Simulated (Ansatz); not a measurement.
The system is ZrC.

```
CELL_PARAMETERS angstrom
0.00000 2.54552 2.54552
2.54552 0.00000 2.54552
2.54552 2.54552 0.00000
ATOMIC_POSITIONS crystal
Zr 0.50000 0.50000 0.50000
C 0.75000 0.75000 0.75000
```

The cell was built by a generator and needn't be a form met in nature.

```yaml
Program: Ansatz 0.2.0
Task: relaxation of cell and atoms
Functional: B3LYP
Potentials_or_basis: Ansatz PAW
Cutoff: "420 eV (not typed: the program's choice for these potentials)"
k_mesh: 5 × 5 × 5
Occupations: fermi-dirac, width 0.05 eV
Spin: no spin polarisation
```

At the start: volume 16.49 Å³/atom.

How do energy, volume and symmetry change on relaxing?

It ends after 4 steps and the volume is 16.78 Å³/atom (+1.7 %); space group F-43m (No. 216, to 0.05 Å).

Step by step:
| step | energy change (eV) | largest force (eV/Å) | volume (Å³) |
| --- | --- | --- | --- |
| 1 | 0.0000 | 0.0000 | 32.99 |
| 2 | -0.0028 | 0.0000 | 33.81 |
| 3 | -0.0040 | 0.0000 | 33.56 |
| 4 | -0.0047 | 0.0000 | 33.56 |

Final structure:
```
Zr C
1.0
     0.00000    2.56013    2.56013
     2.56013    0.00000    2.56013
     2.56013    2.56013    0.00000
Zr C
1 1
Direct
  0.50000 0.50000 0.50000
  0.75000 0.75000 0.75000
```

Caveat: the k mesh is coarse (spacing up to 0.43 Å⁻¹), so the values aren't converged, least of all with exact exchange; the plane-wave basis is chosen anew once the cell has moved, so the energies of steps on either side of that aren't comparable; the PAW data sets come from PBE, with cores solved anew for the run's functional, which leaves a small shift of forces and pressure.
